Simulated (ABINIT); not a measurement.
Wanted: the native input for an ABINIT 10.8.3 (patched build) run.

```yaml
Task: equation of state
Functional: revPBE
Potentials_or_basis: JTH PAW PBE v2.0
Cutoff: 463 eV
k_mesh: 12 × 12 × 12
Occupations: fermi-dirac, width 0.05 eV
Spin: no spin polarisation
Fine-grid_cutoff: 925.187 eV
Exchange_and_correlation_inside_the_PAW_spheres: full angular mesh (pawxcdev 0, this build's default; the released program takes 1)
```

The system is Ir.

```
CELL_PARAMETERS angstrom
0.00000 1.91560 1.91560
1.91560 0.00000 1.91560
1.91560 1.91560 0.00000
ATOMIC_POSITIONS crystal
Ir 0.00000 0.00000 0.00000
```

One way to write it, as run:

run.abi

```
# Datasets: one volume each
ndtset 7
getwfk -1
scalecart1 3*0.9795861087
scalecart2 3*0.9864848297
scalecart3 3*0.9932883884
scalecart4 3*1.0000000000
scalecart5 3*1.0066227096
scalecart6 3*1.0131594038
scalecart7 3*1.0196128224

# Pseudopotentials
pp_dirpath "./"
pseudos "Ir.GGA_PBE-JTH.xml"

# Structure
acell 3*1.0
rprim
     0.0000000000     3.6199593643     3.6199593643
     3.6199593643     0.0000000000     3.6199593643
     3.6199593643     3.6199593643     0.0000000000
ntypat 1
znucl 77
natom 1
typat 1
xred
     0.0000000000     0.0000000000     0.0000000000

# Plane-wave basis
ecut 462.593566 eV
pawecutdg 34.0

# k points
kptopt 1
ngkpt 12 12 12
nshiftk 1
shiftk 0.0 0.0 0.0

# Exchange and correlation
ixc 14

# Bands and occupations
nband 12
occopt 3
tsmear 0.00183747

# SCF cycle
nstep 100
tolvrs 1.0e-9

# Output
iomode 3
prtwf 1
prtden 0
prteig 0
prtebands 0
enunit 1
```

Potentials or basis: JTH PAW PBE v2.0.

Command:

```sh
$ abinit run.abi > log 2>&1
```

Results of the run:

```
Equilibrium volume                      : 14.59 Å³/atom
Bulk modulus                            : 341 GPa
Pressure derivative of the bulk modulus : 5.0
```

Caveat: pressures at fixed basis lie under the slope of the energies; the PAW data sets were made with another functional, which shifts forces and pressure a little; the atomic spheres overlap.

Wall time 38 s on 1 thread of Arm Neoverse V2, on a shared host, peak memory 0.13 GiB.
